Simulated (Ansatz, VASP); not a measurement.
## BN (Qingsongite) in two plane-wave programs

One calculation is typed for both programs; each brings its own data sets and cutoff. How far apart do they land? The cell is taken from a series of VASP runs on this material, whose earlier steps may have relaxed, scaled or displaced it; both programs get it as it stands.

Main program and level: Ansatz 0.2.0; plane waves, with VASP 6.6.1 beside it; elastic constants at LDA.

### Step 1. Set-up

It takes space group F-43m (No. 216, cubic). The conventional cell has a = 3.583 Å, b = 3.583 Å, c = 3.583 Å, α = 90.00°, β = 90.00°, γ = 90.00°. N has 4 B at 1.55 Å nearest. Nearest to B lie 4 N at 1.55 Å. Farther neighbours and most contacts between anions are not listed.

As a file:

```xyz
2
Lattice="0.0000 1.7916 1.7916 1.7916 0.0000 1.7916 1.7916 1.7916 0.0000" Properties=species:S:1:pos:R:3 pbc="T T T"
N     2.6874    2.6874    2.6874
B     0.0000    0.0000    0.0000
```

### Step 2. VASP: elastic constants, LDA

Elastic constants are differences of stresses under small strains, so they test the stress and the mesh.

Lines of VASP's logs that name or quote its potential files are left out, and so is its time.

File INCAR:

```
SYSTEM = BN
PREC = Accurate
ENCUT = 800
EDIFF = 1E-08
NELM = 100
ISMEAR = 0
SIGMA = 0.03
LREAL = .FALSE.
ALGO = Normal
GGA = CA
NBANDS = 10
LORBIT = 11
LWAVE = .FALSE.
LCHARG = .FALSE.
KPAR = 4
IBRION = 6
NFREE = 2
POTIM = 0.015
ISIF = 3
NSW = 1
```

File POSCAR:

```
BN
1.0
    0.0000000000      1.7916040497      1.7916040497
    1.7916040497      0.0000000000      1.7916040497
    1.7916040497      1.7916040497      0.0000000000
N B
1 1
Direct
    0.7500000000      0.7500000000      0.7500000000
    0.0000000000      0.0000000000      0.0000000000
```

File KPOINTS:

```
Automatic mesh
0
Gamma
12 12 12
0 0 0
```

PAW data sets: N and B (LDA family, release 64).

Command:

```bash
$ mpirun -np 4 vasp_std
```

Numbers of over 12 decimals in the logs are rounded to 6 here.

Output:

```text
[banner, memory and clock lines left out]
running    4 mpi-ranks, on    1 nodes
 distrk:  each k-point on    1 cores,    4 groups
 distr:  one band on    1 cores,    1 groups

 POSCAR found type information on POSCAR N B
 POSCAR found :  2 types and       2 ions
 LDA part: xc-table for (Slater(with rela. corr.)+CA(PZ))
 , standard interpolation
 POSCAR, INCAR and KPOINTS ok, starting setup
 FFT: planning ... GRIDC
 FFT: planning ... GRID_SOFT
 FFT: planning ... GRID
 WAVECAR not read
 entering main loop
       N       E                     dE             d eps       ncg     rms          rms(c)
DAV:   1     0.192843100876E+02    0.19284E+02   -0.65603E+03  1448   0.112E+03
DAV:   2    -0.198594323491E+02   -0.39144E+02   -0.37474E+02  1692   0.194E+02
DAV:   3    -0.206011445052E+02   -0.74171E+00   -0.73930E+00  1684   0.244E+01
DAV:   4    -0.206023166615E+02   -0.11722E-02   -0.11721E-02  1590   0.110E+00
DAV:   5    -0.206023177384E+02   -0.10769E-05   -0.10769E-05  1632   0.347E-02    0.662E+00
DAV:   6    -0.195714417177E+02    0.10309E+01   -0.33370E+00  1464   0.115E+01    0.314E+00
DAV:   7    -0.194534681289E+02    0.11797E+00   -0.10300E-01  1602   0.286E+00    0.178E+00
DAV:   8    -0.194211523593E+02    0.32316E-01   -0.49686E-02  1608   0.160E+00    0.189E-01
DAV:   9    -0.194210088756E+02    0.14348E-03   -0.86823E-04  1572   0.283E-01    0.799E-02
DAV:  10    -0.194209929212E+02    0.15954E-04   -0.46261E-05  1618   0.698E-02    0.137E-02
DAV:  11    -0.194209934021E+02   -0.48083E-06   -0.19011E-06  1618   0.102E-02    0.619E-03
DAV:  12    -0.194209933235E+02    0.78591E-07   -0.52923E-07  1592   0.474E-03    0.211E-04
DAV:  13    -0.194209933241E+02   -0.60470E-09   -0.79789E-09   926   0.956E-04
   1 F= -.19420993E+02 E0= -.19420993E+02  d E =-.125958E-16
[... from here on, the cycles between the ionic steps are left out ...]
   2 F= -.19414317E+02 E0= -.19414317E+02  d E =-.556333E-12
   3 F= -.19414337E+02 E0= -.19414337E+02  d E =-.197012E-20
   4 F= -.19414317E+02 E0= -.19414317E+02  d E =-.555879E-12
   8 F= -.19417120E+02 E0= -.19417120E+02  d E =-.122038E-12
   9 F= -.19417120E+02 E0= -.19417120E+02  d E =-.123072E-12
  10 F= -.19417120E+02 E0= -.19417120E+02  d E =-.544445E-13
  11 F= -.19417120E+02 E0= -.19417120E+02  d E =-.564088E-13
  12 F= -.19417120E+02 E0= -.19417120E+02  d E =-.677293E-13
  13 F= -.19417120E+02 E0= -.19417120E+02  d E =-.732969E-13
  14 F= -.19418122E+02 E0= -.19418122E+02  d E =-.377241E-22
  15 F= -.19418122E+02 E0= -.19418122E+02  d E =-.377120E-22
  16 F= -.19418122E+02 E0= -.19418122E+02  d E =-.375516E-22
 Finite differences progress:
  Degree of freedom:   8/  8
  Displacement:        1/  2
  Total:              15/ 16
 bond charge predicted
       N       E                     dE             d eps       ncg     rms          rms(c)
DAV:   1    -0.194187215696E+02   -0.59979E-03   -0.42964E-01  5700   0.489E+00    0.223E-01
DAV:   2    -0.194183709991E+02    0.35057E-03   -0.28254E-03  6358   0.531E-01    0.127E-01
DAV:   3    -0.194181196475E+02    0.25135E-03   -0.55577E-04  6080   0.199E-01    0.105E-02
DAV:   4    -0.194181217845E+02   -0.21370E-05   -0.30201E-05  6308   0.525E-02    0.741E-03
DAV:   5    -0.194181217519E+02    0.32674E-07   -0.66988E-07  6202   0.719E-03    0.133E-03
DAV:   6    -0.194181217615E+02   -0.96047E-08   -0.41117E-08  6192   0.188E-03
  17 F= -.19418122E+02 E0= -.19418122E+02  d E =-.374424E-22
 Finite differences progress:
  Degree of freedom:   8/  8
  Displacement:        2/  2
  Total:              16/ 16
```

From OUTCAR (step 2):

```text
ion  position               nearest neighbor table
   1  0.750  0.750  0.750-   2 1.55   2 1.55   2 1.55   2 1.55
   2  0.000  0.000  0.000-   1 1.55   1 1.55   1 1.55   1 1.55

  LATTYP: Found a face centered cubic cell.
 ALAT       =     3.5832080994

 Subroutine GETGRP returns: Found 24 space group operations
 (whereof 24 operations were pure point group operations)

The static configuration has the point symmetry T_d .

 Found     72 irreducible k-points:

   k-points           NKPTS =     72   k-points in BZ     NKDIM =     72   number of bands    NBANDS=     10

   dimension x,y,z NGX =    24 NGY =   24 NGZ =   24
   dimension x,y,z NGXF=    48 NGYF=   48 NGZF=   48

   ENCUT  =  800.0 eV  58.80 Ry    7.67 a.u.   5.84  5.84  5.84*2*pi/ulx,y,z

   NELECT =       8.0000    total number of electrons

 k-points in reciprocal lattice and weights: Automatic mesh
   0.00000000  0.00000000  0.00000000       0.001
   0.08333333  0.00000000  0.00000000       0.005
   0.16666667  0.00000000  0.00000000       0.005
   0.25000000  0.00000000  0.00000000       0.005
   0.33333333  0.00000000  0.00000000       0.005
   0.41666667  0.00000000  0.00000000       0.005
   0.50000000  0.00000000  0.00000000       0.002
   0.08333333  0.08333333  0.00000000       0.003
   0.16666667  0.08333333  0.00000000       0.014
[...]
-0.33333333  0.50000000  0.16666667       0.007
  -0.25000000  0.50000000  0.25000000       0.003

 average (electrostatic) potential at core
       1 -59.7944       2 -29.2041

 E-fermi :   8.0488

 k-point     1 :       0.0000    0.0000    0.0000
  band No.  band energies     occupation
      1     -12.6486      2.00000
      2       7.5808      2.00000
      3       7.7244      2.00000
      4       7.8588      2.00000
      5      16.4213      0.00000
      6      16.5273      0.00000
      7      16.6486      0.00000
      8      18.5986      0.00000
      9      32.7146      0.00000
    ...

 k-point     2 :       0.0833    0.0000    0.0000
  band No.  band energies     occupation
      1     -12.4758      2.00000
      2       6.7167      2.00000
      3       7.4915      2.00000
      4       7.6673      2.00000
      5      16.7040      0.00000
      6      16.7829      0.00000
      7      16.9263      0.00000
      8      19.1284      0.00000
      9      32.3973      0.00000
    ...

 k-point     3 :       0.1667    0.0000    0.0000
  band No.  band energies     occupation
      1     -11.9628      2.00000
      2       4.6160      2.00000
      3       7.0248      2.00000
      4       7.2046      2.00000
      5      17.2180      0.00000
      6      17.3532      0.00000
      7      17.5782      0.00000
      8      20.3692      0.00000
      9      31.6829      0.00000
    ...

  Total       -0.0023818      0.0004471      0.0004471      0.0000000      0.0419134      0.0000000
  in kB       -0.3317913      0.0622853      0.0622853      0.0000000      5.8385878      0.0000000
  external PRESSURE =      -0.0690735 kB  Pullay stress =       0.0000000 kB

  energy-cutoff  :      800.00
  volume of cell :       11.50
      direct lattice vectors                 reciprocal lattice vectors
     0.000000000  1.791604050  1.791604050    -0.279079521  0.279079521  0.279079521
     1.791604050  0.000000000  1.791604050     0.279079521 -0.279079521  0.279079521
     1.791604050  1.791604050  0.000000000     0.279079521  0.279079521 -0.279079521

 POSITION                                       TOTAL-FORCE (eV/Angst)
 -----------------------------------------------------------------------------------
      2.68741      2.68741      2.68741        -0.382764     -0.000000     -0.000000
     -0.01500      0.00000      0.00000         0.382764      0.000000      0.000000
 -----------------------------------------------------------------------------------
    total drift:                                0.000130     -0.000000     -0.000000

  FREE ENERGIE OF THE ION-ELECTRON SYSTEM (eV)
  ---------------------------------------------------
  free  energy   TOTEN  =       -19.4181217615 eV

  energy  without entropy=      -19.4181217615  energy(sigma->0) =      -19.41812176

  SYMMETRIZED ELASTIC MODULI (kBar)
 Direction    XX          YY          ZZ          XY          YZ          ZX
 --------------------------------------------------------------------------------
 XX        8253.3736   1929.2942   1929.2942     -0.0000      0.0000     -0.0000
 YY        1929.2942   8253.3736   1929.2942     -0.0000      0.0000     -0.0000
 ZZ        1929.2942   1929.2942   8253.3736      0.0000      0.0000      0.0000
 XY          -0.0000     -0.0000      0.0000   4797.4876      0.0000      0.0000
 YZ           0.0000      0.0000      0.0000      0.0000   4797.4876      0.0000
 ZX          -0.0000     -0.0000      0.0000      0.0000      0.0000   4797.4876
 --------------------------------------------------------------------------------

 Eigenvectors and eigenvalues of the dynamical matrix
 ----------------------------------------------------

   1 f  =   31.973845 THz   200.897592 2PiTHz 1066.532661 cm-1   132.233137 meV
             X         Y         Z           dx          dy          dz
      2.687406  2.687406  2.687406    -0.660082    0.000000    0.000000
      0.000000  0.000000  0.000000     0.751194    0.000000    0.000000

   2 f  =   31.973845 THz   200.897592 2PiTHz 1066.532661 cm-1   132.233137 meV
             X         Y         Z           dx          dy          dz
      2.687406  2.687406  2.687406     0.000000   -0.660082    0.000000
      0.000000  0.000000  0.000000     0.000000    0.751194    0.000000

   3 f  =   31.973845 THz   200.897592 2PiTHz 1066.532661 cm-1   132.233137 meV
             X         Y         Z           dx          dy          dz
      2.687406  2.687406  2.687406     0.000000    0.000000   -0.660082
      0.000000  0.000000  0.000000     0.000000    0.000000    0.751194

   4 f/i=    0.000281 THz     0.001763 2PiTHz    0.009359 cm-1     0.001160 meV
             X         Y         Z           dx          dy          dz
      2.687406  2.687406  2.687406    -0.751194    0.000000    0.000000
      0.000000  0.000000  0.000000    -0.660082    0.000000    0.000000

   5 f/i=    0.000281 THz     0.001763 2PiTHz    0.009359 cm-1     0.001160 meV
             X         Y         Z           dx          dy          dz
      2.687406  2.687406  2.687406     0.000000    0.751194    0.000000
      0.000000  0.000000  0.000000     0.000000    0.660082    0.000000

   6 f/i=    0.000281 THz     0.001763 2PiTHz    0.009359 cm-1     0.001160 meV
             X         Y         Z           dx          dy          dz
      2.687406  2.687406  2.687406     0.000000    0.000000    0.751194
      0.000000  0.000000  0.000000     0.000000    0.000000    0.660082

 ELASTIC MODULI CONTR FROM IONIC RELAXATION (kBar)
 Direction    XX          YY          ZZ          XY          YZ          ZX
 --------------------------------------------------------------------------------
 XX          -0.0000     -0.0000      0.0000     -0.0000      0.0000     -0.0000
 YY          -0.0000     -0.0000     -0.0000     -0.0000     -0.0000     -0.0000
 ZZ           0.0000     -0.0000     -0.0000      0.0000     -0.0000     -0.0000
 XY          -0.0000     -0.0000      0.0000    -42.4485      0.0000      0.0000
 YZ           0.0000     -0.0000     -0.0000      0.0000    -42.4485      0.0000
 ZX          -0.0000     -0.0000     -0.0000      0.0000      0.0000    -42.4485
 --------------------------------------------------------------------------------

 TOTAL ELASTIC MODULI (kBar)
 Direction    XX          YY          ZZ          XY          YZ          ZX
 --------------------------------------------------------------------------------
 XX        8253.3736   1929.2942   1929.2942     -0.0000      0.0000     -0.0000
 YY        1929.2942   8253.3736   1929.2942     -0.0000      0.0000     -0.0000
 ZZ        1929.2942   1929.2942   8253.3736      0.0000      0.0000      0.0000
 XY          -0.0000     -0.0000      0.0000   4755.0391      0.0000      0.0000
 YZ           0.0000      0.0000      0.0000      0.0000   4755.0391      0.0000
 ZX          -0.0000     -0.0000      0.0000      0.0000      0.0000   4755.0391
 --------------------------------------------------------------------------------

 total charge
# of ion       s       p       d       tot
------------------------------------------
    1        1.199   2.747   0.000   3.945
    2        0.683   1.409   0.000   2.091
--------------------------------------------------
tot          1.881   4.155   0.000   6.036

[... 3 further parts left out ...]
```

CONTCAR:

```
BN
   1.00000000000000
     0.0000000000000000    1.7916040497000001    1.7916040497000001
     1.7916040497000001    0.0000000000000000    1.7916040497000001
     1.7916040497000001    1.7916040497000001    0.0000000000000000
  N               B
     1     1
Direct
     0.7500000000000000    0.7500000000000000    0.7500000000000000
     0.0041861928149001   -0.0041861928149001   -0.0041861928149001
```

The last energy, forces, stress and levels in OUTCAR belong to the last displaced cell, not to the cell of POSCAR.

[end of part 1 of 2]

[Lines on the potential files, build, host, timing and source positions are cut from VASP's logs without a mark.]

[Logs are printed without paths, hosts, clocks, repeated set-up lines and the standing remarks that a program may print on its own settings, such as how far it seeks lower states.]

[Hosts, paths, dates, database ids (printed as entryN), source tags and the programs' standing remarks are cut or masked in the printed files.]
